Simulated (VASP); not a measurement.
Here is a VASP 6.6.1 calculation.

INCAR

```
SYSTEM = Cs
PREC     = Accurate       ! precision mode
ENCUT    = 520            ! plane-wave cutoff, eV
EDIFF    = 1E-7           ! SCF threshold, eV
ISMEAR   = -1             ! smearing method
SIGMA    = 0.1            ! smearing width, eV
LREAL    = .FALSE.        ! projectors in reciprocal space
LASPH    = .TRUE.         ! aspherical terms in the spheres
NELM     = 100            ! most SCF steps
ALGO     = Normal         ! electronic algorithm
ISIF     = 2              ! what is computed and relaxed
LWAVE    = .FALSE.        ! write WAVECAR
LCHARG   = .FALSE.        ! write CHGCAR
GGA      = PS             ! functional
NBANDS   = 16             ! bands
```

The input KPOINTS:

```
regular mesh
0
G
  5 5 3
  0 0 0
```

POSCAR

```
Cs
1.0
    5.5663060500      0.0000000000      0.0000000000
   -2.7831530300      4.8205624500      0.0000000000
    0.0000000000      0.0000000000      9.2584789600
Cs
2
Direct
    0.3333333333      0.6666666667      0.2500000000
    0.6666666667      0.3333333333      0.7500000000
```

Potentials or basis: VASP PAW PBE potentials, release 64 (Cs_sv).

Launch:

```sh
$ cat potpaw_PBE.64/Cs_sv/POTCAR > POTCAR
$ mpirun -np 1 vasp_std > vasp.out
```

Problem. Estimate the band gap on the k mesh.

Solution. None (metal or under the smearing width).

Problem. What does it give for the pressure?

Solution. -0.2 GPa.

Caveat: the PAW data sets were made with another functional, which shifts forces and pressure a little. Spin-orbit coupling is left out, which matters for the levels of Cs.
